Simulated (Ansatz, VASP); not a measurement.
Two plane-wave programs on SnTe

```
Sn Te
1.0
     0.00000    3.18935    3.18935
     3.18935    0.00000    3.18935
     3.18935    3.18935    0.00000
Sn Te
1 1
Direct
  0.00000 0.00000 0.00000
  0.50000 0.50000 0.50000
```

Alike in both runs: task single point; functional PBEsol; k mesh 6 × 6 × 6; occupations fermi-dirac, width 0.02 eV; no spin polarisation.

```csv
,VASP,Ansatz
version,VASP 6.6.1,Ansatz 0.2.0
potentials or method,"VASP PAW PBE potentials, release 64 (Sn_d, Te)","plane waves, PAW"
plane-wave cutoff (eV),520,420
valence electrons in the cell,20,30
```

|  | VASP | Ansatz | Ansatz less VASP |
| --- | --- | --- | --- |
| pressure (GPa) | -1.9 | -1.9 | +0.03 |

The two sets of potentials don't hold the same shells in valence.

Caveats: the PAW data sets were made with another functional, which shifts forces and pressure a little (VASP).
